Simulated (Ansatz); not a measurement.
HfN in Ansatz: the effect of Hubbard term

The system is HfN.

```
CELL_PARAMETERS angstrom
2.82503 0.00000 0.00000
0.00000 2.82503 0.00000
0.00000 0.00000 2.82503
ATOMIC_POSITIONS crystal
Hf 0.50000 0.50000 0.50000
N 0.00000 0.00000 0.00000
```

The cell was built by a generator and needn't be a form met in nature.

Alike in all runs:

* Program: Ansatz 0.2.0
* Task: projected density of states
* Functional: r2SCAN
* Potentials or basis: Ansatz PAW
* Cutoff: 500 eV (not typed: the program's choice for these potentials)
* k mesh: 9 × 9 × 9
* Occupations: fermi-dirac, width 0.05 eV
* Spin: no spin polarisation
* Hubbard projectors: ortho-atomic (the default)
* Double counting: fll (the default)

| Hubbard term | pressure (GPa) |
| --- | --- |
| none | -5.3 |
| Hf d U = 1 eV | -3.7 |
| Hf d U = 2 eV | -2.1 |
| Hf d U = 3 eV | ? |
| Hf d U = 4 eV | 1.4 |
| Hf d U = 5 eV | 3.3 |
| Hf d U = 6 eV | 5.2 |
| Hf d U = 8 eV | 9.5 |

**Question.** What does the run with Hubbard term Hf d U = 3 eV give?

**Answer.** Pressure -0.4 GPa.

Worked out: A parabola through the other rows of the pressure, of slope 1.75 GPa per eV there, gives -0.4 GPa, against the run's -0.4.

Caveats: the PAW data sets come from PBE, with cores solved anew for the run's functional, which leaves a small shift of forces and pressure; the density of states is complete only up to the lowest level of the last band computed; U without spin polarisation on a metal has little footing (some runs).
